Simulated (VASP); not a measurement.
Set up this calculation in VASP 6.6.1, as the native input.

| Item | Value |
| --- | --- |
| Task | density of states |
| Functional | LDA |
| Potentials or basis | VASP PAW LDA potentials, release 64 (In_d, Se) |
| Cutoff | 520 eV |
| k mesh | 6 × 6 × 2 |
| Occupations | gaussian, width 0.02 eV |
| Spin | no spin polarisation |
| k mesh for the DOS | 9 × 9 × 3 |
| Occupations for the DOS | tetrahedron |
| Further INCAR settings | ALGO = Normal; EDIFF = 1e-06; NBANDS = 48 |

InSe:

```xyz
8
Lattice="4.0473 0.0000 0.0000 -2.0237 3.5051 0.0000 0.0000 0.0000 18.0521" Properties=species:S:1:pos:R:3 pbc="T T T"
In    0.0000    2.3367    1.3971
In    0.0000    2.3367   16.6550
In    0.0000    0.0000    7.6289
In    0.0000    0.0000   10.4231
Se    0.0000    2.3367    6.3721
Se    0.0000    2.3367   11.6800
Se    2.0237    1.1684    2.6537
Se    2.0237    1.1684   15.3984
```

Measurements of this composition are mostly on another form, of space group No. 160.

These files were run (other wordings do the same):

POSCAR

```
InSe
1.0
    4.0473293151      0.0000000000      0.0000000000
   -2.0236646576      3.5050900044      0.0000000000
    0.0000000000      0.0000000000     18.0520649100
In Se
4 4
Direct
    0.3333333333      0.6666666667      0.0773904900
    0.3333333333      0.6666666667      0.9226095100
    0.0000000000      0.0000000000      0.4226063200
    0.0000000000      0.0000000000      0.5773936800
    0.3333333333      0.6666666667      0.3529842800
    0.3333333333      0.6666666667      0.6470157200
    0.6666666667      0.3333333333      0.1469999300
    0.6666666667      0.3333333333      0.8530000700
```

INCAR.step1

```
ALGO = Normal
EDIFF = 1E-6
ENCUT = 520
ISIF = 2
ISMEAR = 0
LASPH = T
LCHARG = T
LREAL = F
LWAVE = F
NBANDS = 48
NELM = 60
PREC = Accurate
SIGMA = 0.02
```

KPOINTS.step1

```
k-points
0
Gamma
  6 6 2
```

INCAR.step2

```
ALGO = Normal
EDIFF = 1E-6
ENCUT = 520
ICHARG = 11
ISIF = 2
ISMEAR = -5
LASPH = T
LCHARG = F
LORBIT = 11
LREAL = F
LWAVE = F
NBANDS = 48
NEDOS = 2001
NELM = 60
PREC = Accurate
SIGMA = 0.02
```

KPOINTS.step2

```
k-points
0
Gamma
  9 9 3
```

Potentials or basis: VASP PAW LDA potentials, release 64 (In_d, Se).

The run is started by

```console
$ cat potpaw_LDA.64/In_d/POTCAR potpaw_LDA.64/Se/POTCAR > POTCAR
$ cp INCAR.step1 INCAR
$ cp KPOINTS.step1 KPOINTS
$ mpirun -np 1 vasp_std > vasp.out
$ cp INCAR.step2 INCAR
$ cp KPOINTS.step2 KPOINTS
$ mpirun -np 1 vasp_std > vasp.out
```

Results of the run:

| Item | Value |
| --- | --- |
| Valence electrons inside the program's atomic spheres | In 11.42; Se 3.82 |

Run time: 4 min on 1 thread of AMD EPYC 9R45 96-Core Processor (Zen 5) (shared host), peak memory 0.35 GiB.
